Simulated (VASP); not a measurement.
# Cd (P6_3/mmc) in VASP: settings compared, part 2 of 2

VASP 6.6.1.

**3. Single point, RPBE**

INCAR

```
  ALGO = Normal
  EDIFF = 1E-7
  ENCUT = 520
  GGA = RP
  ISIF = 2
  ISMEAR = 0
  LASPH = T
  LCHARG = F
  LREAL = F
  LWAVE = F
  NELM = 60
  PREC = Accurate
  SIGMA = 0.05
```

KPOINTS

```
k-points
0
Gamma
  10 10 5
```

POSCAR

```
Cd
1.0
    2.9788700000      0.0000000000      0.0000000000
   -1.4894350000      2.5797770946      0.0000000000
    0.0000000000      0.0000000000      5.6176500000
Cd
2
Direct
    0.6666666667      0.3333333333      0.7500000000
    0.3333333333      0.6666666667      0.2500000000
```

Potentials or basis: VASP PAW PBE potentials, release 64 (Cd).

On the command line:

```
$ cat potpaw_PBE.64/Cd/POTCAR > POTCAR
$ mpirun -np 1 vasp_std > vasp.out
```

OUTCAR:

```text
EDIFF = 1E-7
   ENCUT = 520
   GGA = RP
   ISIF = 2
   ISMEAR = 0
   LASPH = T
   LREAL = F
   NELM = 60
   PREC = Accurate

 ion  position               nearest neighbor table
   1  0.667  0.333  0.750-   2 3.29   2 3.29   2 3.29   2 3.29   2 3.29   2 3.29
   2  0.333  0.667  0.250-   1 3.29   1 3.29   1 3.29   1 3.29   1 3.29   1 3.29

  LATTYP: Found a hexagonal cell.
 ALAT       =     2.9788700000
 C/A-ratio  =     1.8858325472

  Lattice vectors:

[... 966 lines left out ...]
 [... further k-points ...]

------------------------ aborting loop because EDIFF is reached ----------------------------------------

  FORCE on cell =-STRESS in cart. coord.  units (eV):
  Direction    XX          YY          ZZ          XY          YZ          ZX
  --------------------------------------------------------------------------------------
  -------------------------------------------------------------------------------------
  Total        1.8421358      1.8421358      1.0917003     -0.0000000      0.0000000      0.0000000
  in kB       68.3665750     68.3665750     40.5159091     -0.0000000      0.0000000      0.0000000
  external PRESSURE =      59.0830197 kB  Pullay stress =       0.0000000 kB

 VOLUME and BASIS-vectors are now :
 -----------------------------------------------------------------------------
  energy-cutoff  :      520.00
  volume of cell :       43.17
      direct lattice vectors                 reciprocal lattice vectors
     2.978870000  0.000000000  0.000000000     0.335697765  0.193815195  0.000000000
    -1.489435000  2.579777095  0.000000000     0.000000000  0.387630389  0.000000000
     0.000000000  0.000000000  5.617650000     0.000000000  0.000000000  0.178010378

 POSITION                                       TOTAL-FORCE (eV/Angst)
 -----------------------------------------------------------------------------------
      1.48944      0.85993      4.21324        -0.000000      0.000000      0.000000
     -0.00000      1.71985      1.40441         0.000000     -0.000000     -0.000000
 -----------------------------------------------------------------------------------
    total drift:                               -0.000000      0.000000      0.000000

  FREE ENERGIE OF THE ION-ELECTRON SYSTEM (eV)
  ---------------------------------------------------
  free  energy   TOTEN  =        -0.6389818726 eV

  energy  without entropy=       -0.6386271574  energy(sigma->0) =       -0.63880451
```

Wall time 46 s (1 thread of AMD EPYC 7R43 (Zen 3), shared host); peak memory 0.14 GiB.

Results:

```
Free energy            : -0.6390 eV
Pressure               : 5.9 GPa
Band gap on the k mesh : none (metal or under the smearing width)
```

Stress tensor (GPa, compression positive):
```
6.84 0.00 0.00
0.00 6.84 0.00
0.00 0.00 4.05
```

Caveat: the PAW data sets were made with another functional, which shifts forces and pressure a little.

**4. Single point, RPBE**

run.py

```python
from ase.calculators.vasp import Vasp
from ase.dft.bandgap import bandgap
from ase.spacegroup import crystal

atoms = crystal(
    ['Cd'],
    basis=[[0.6666666667, 0.3333333333, 0.75]],
    spacegroup=194,
    setting=1,
    cellpar=[2.97887, 2.97887, 5.61765, 90.0, 90.0, 120.0],
    primitive_cell=True,
)
calc = Vasp(
    directory='calc',
    xc='rpbe',
    pp='PBE',
    setups='recommended',
    prec='Accurate',
    encut=520,
    ediff=1e-06,
    ismear=0,
    sigma=0.05,
    lreal=False,
    lasph=True,
    nelm=100,
    algo='Fast',
    isif=2,
    lwave=False,
    lcharg=False,
    kpts=[10, 10, 5],
    gamma=True,
    nbands=19,
)
atoms.calc = calc

print('energy (eV):', atoms.get_potential_energy())
print('free energy (eV):', atoms.get_potential_energy(force_consistent=True))
print('forces (eV/A):')
print(atoms.get_forces())
print('stress (eV/A^3, Voigt):', atoms.get_stress())
print('Fermi level (eV):', calc.get_fermi_level())
gap, top, bottom = bandgap(calc)
print('band gap (eV):', gap, 'from (spin, k, band)', top, 'to', bottom)
```

Potentials or basis: VASP PAW PBE potentials, release 64 (Cd).

On the command line:

```
$ python run.py
```

The log of the run:

```text
energy (eV): -0.63880448
free energy (eV): -0.63898184
forces (eV/A):
[[-0.  0.  0.]
 [ 0. -0.  0.]]
stress (eV/A^3, Voigt): [-0.04263173 -0.04263173 -0.02525303 -0.         -0.          0.        ]
Fermi level (eV): 3.00701395
band gap (eV): 0.0 from (spin, k, band) (None, None, None) to (None, None, None)
```

OUTCAR:

```text
ENCUT = 520.000000
   EDIFF = 1.00e-06
   GGA = RP
   PREC = Accurate
   ISIF = 2
   ISMEAR = 0
   NELM = 100
   LASPH = .TRUE.
   LREAL = .FALSE.

 ion  position               nearest neighbor table
   1  0.667  0.333  0.750-   2 3.29   2 3.29   2 3.29   2 3.29   2 3.29   2 3.29
   2  0.333  0.667  0.250-   1 3.29   1 3.29   1 3.29   1 3.29   1 3.29   1 3.29

  LATTYP: Found a hexagonal cell.
[... 1101 lines left out ...]
  in kB       68.3035616     68.3035616     40.4598104      0.0000000      0.0000000      0.0000000
  external PRESSURE =      59.0223112 kB  Pullay stress =       0.0000000 kB

 VOLUME and BASIS-vectors are now :
 -----------------------------------------------------------------------------
  energy-cutoff  :      520.00
  volume of cell :       43.17
      direct lattice vectors                 reciprocal lattice vectors
     2.978870000  0.000000000  0.000000000     0.335697765  0.193815195  0.000000000
    -1.489435000  2.579777095  0.000000000     0.000000000  0.387630390  0.000000000
     0.000000000  0.000000000  5.617650000     0.000000000  0.000000000  0.178010378

 POSITION                                       TOTAL-FORCE (eV/Angst)
 -----------------------------------------------------------------------------------
      1.48944      0.85993      4.21324        -0.000000      0.000000      0.000000
     -0.00000      1.71985      1.40441         0.000000     -0.000000      0.000000
 -----------------------------------------------------------------------------------
    total drift:                               -0.000000      0.000000      0.000000

  FREE ENERGIE OF THE ION-ELECTRON SYSTEM (eV)
  ---------------------------------------------------
  free  energy   TOTEN  =        -0.6389818394 eV

  energy  without entropy=       -0.6386271262  energy(sigma->0) =       -0.63880448
```

INCAR:

```text
ENCUT = 520.000000
SIGMA = 0.050000
EDIFF = 1.00e-06
ALGO = Fast
GGA = RP
PREC = Accurate
ISIF = 2
ISMEAR = 0
NBANDS = 19
NELM = 100
LASPH = .TRUE.
LCHARG = .FALSE.
LWAVE = .FALSE.
LREAL = .FALSE.
```

Run time: 57 s. Hardware: 1 thread of AMD EPYC 7R43 (Zen 3), shared host; peak memory 0.13 GiB.

Results:

- Free energy: -0.6390 eV
- Pressure: 5.9 GPa
- Band gap on the k mesh: none (metal or under the smearing width)

Caveat: the PAW data sets were made with another functional, which shifts forces and pressure a little.
